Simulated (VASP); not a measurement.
Input of a VASP 6.6.1 run:

INCAR

```
SYSTEM = Si
PREC = Accurate ; ENCUT = 520
EDIFF = 1E-6 ; ISMEAR = -1
SIGMA = 0.1 ; LREAL = .False.
LASPH = .True. ; NELM = 100
ALGO = Fast ; ISIF = 2
LWAVE = .False. ; LCHARG = .True.
GGA = PS ; LELF = .True.
LVHAR = .True. ; NBANDS = 26
```

Contents of KPOINTS:

```
regular mesh
0
Gamma
  5 5 5
  0 0 0
```

POSCAR

```
Si
1.0
    4.8677261062      0.0000000000      0.0000000000
    0.0000000000      4.8677261062      0.0000000000
    0.0000000000      0.0000000000      4.8677261062
Si
8
Direct
    0.0000000000      0.0000000000      1.0000000000
    0.5000000000      0.5000000000      0.5000000000
    0.2500000000      1.0000000000      0.5000000000
    0.7500000000      1.0000000000      0.5000000000
    0.5000000000      0.2500000000      1.0000000000
    0.5000000000      0.7500000000      1.0000000000
    1.0000000000      0.5000000000      0.2500000000
    1.0000000000      0.5000000000      0.7500000000
```

Potentials or basis: VASP PAW PBE potentials, release 64 (Si).

Command:

```console
$ cat potpaw_PBE.64/Si/POTCAR > POTCAR
$ mpirun -np 1 vasp_std > vasp.out
```

(1) What does it give for the pressure?

(2) What does it give for the band gap on the k mesh?

## Answers

(1) 0.2 GPa.

(2) none (metal or under the smearing width).

Caveat: the PAW data sets were made with another functional, which shifts forces and pressure a little.
